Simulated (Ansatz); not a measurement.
# Convergence of TaN with the half-step-shifted k-point mesh

All numbers below come from Ansatz, DFT PBE, scalar-relativistic, plane waves, PAW.

```yaml
crystal:
  lattice:
    - [3.05000, 0.00000, 0.00000]
    - [-1.52500, 2.64138, 0.00000]
    - [0.00000, 0.00000, 4.94000]
  atoms:
    - { symbol: Ta, position: [0.33333, 0.66667, 0.00000] }
    - { symbol: Ta, position: [0.66667, 0.33333, 0.50000] }
    - { symbol: N, position: [0.33333, 0.66667, 0.38500] }
    - { symbol: N, position: [0.66667, 0.33333, 0.88500] }
```

The plane-wave cutoff is 420 eV and the occupation rule is Gaussian smearing, 0.1 eV. The spin treatment is unpolarised.

The atoms stay fixed while the half-step-shifted k-point mesh is varied. ΔE is the energy extrapolated to zero smearing, less that of the reference run (15×15×8 Γ-centred mesh, Gaussian smearing 0.1 eV). The cell isn't necessarily relaxed at this level. Spin–orbit coupling is left out. Pressure is positive in compression. The shift lowers the symmetry that the mesh keeps.

```
shifted mesh  ΔE (meV/atom) P (GPa) largest change of a force component (eV/Å) irreducible points
       6×6×4          -0.07   136.94                                       0.064                  24
     12×12×6              ?        ?                                           ?                   ?
     12×12×8           0.08   137.13                                       0.009                 168
```

(1) Fill in the withheld rows.

Answers

(1) The withheld rows:

| shifted mesh | ΔE (meV/atom) | P (GPa) | largest change of a force component (eV/Å) | irreducible points |
| --- | --- | --- | --- | --- |
| 12×12×6 | 2.04 | 137.21 | 0.070 | 126 |

This wurtzite form isn't the usual stable structure of the compound.